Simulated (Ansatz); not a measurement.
Two Ansatz runs on Sn

The cell is COD entry 9008568, as deposited and not checked against the literature; nothing was relaxed. The listed cell was then made from it by scaling, straining or moving an atom.

First run: DFT, PBE, PAW with Ansatz's default frozen-core files, scalar-relativistic (Ansatz 0.2.0).

Command: `ansatz run input.yaml --threads 1 --pin off --max-ram 2048MiB --backend cpu --events-out ev --progress --plain --runs-dir out` The run took 5.7 s on 1 thread of Arm Neoverse V2 (shared host), peak memory 0.4 GiB.

```yaml
crystal:
  lattice:
    - [0.0, 3.2954075134, 3.148232]
    - [3.2954075134, 0.0, 3.148232]
    - [3.2954075134, 3.2954075134, 0.0]
  atoms:
    - { symbol: Sn, position: [0.5, 0.5, 0.5] }
    - { symbol: Sn, position: [0.75, 0.75, 0.75] }
kpoints:
  mp_grid: { grid: [9, 9, 9] }
scf:
  occupations: { method: fermi_dirac, width: 0.03 }
hamiltonian:
  xc: pbe
  pseudopotentials: { kind: paw }
output:
  forces: true
  stress: true
  eigenvalues: true
  efg: { contact_densities: true }
```

Result: converged; pressure 3.19 GPa; no gap on the k mesh; 7 SCF iterations.

Spin–orbit coupling is left out, though it moves levels of the heavy atoms by tenths of an eV or more.

The input is then changed:

```diff
@@ -12,5 +12,5 @@
   occupations: { method: fermi_dirac, width: 0.03 }
 hamiltonian:
-  xc: pbe
+  xc: pbesol
   pseudopotentials: { kind: paw }
 output:
@@ -19,3 +19,9 @@
   eigenvalues: true
   efg: { contact_densities: true }
+  write_density: true
+  write_potential: true
+  elf: true
+  volumetric_format: npy
+basis:
+  xc_grid: 3
```

(1) What does the second run give?

## Answers

(1) It converged; pressure 0.99 GPa; no gap on the k mesh; 7 SCF iterations.
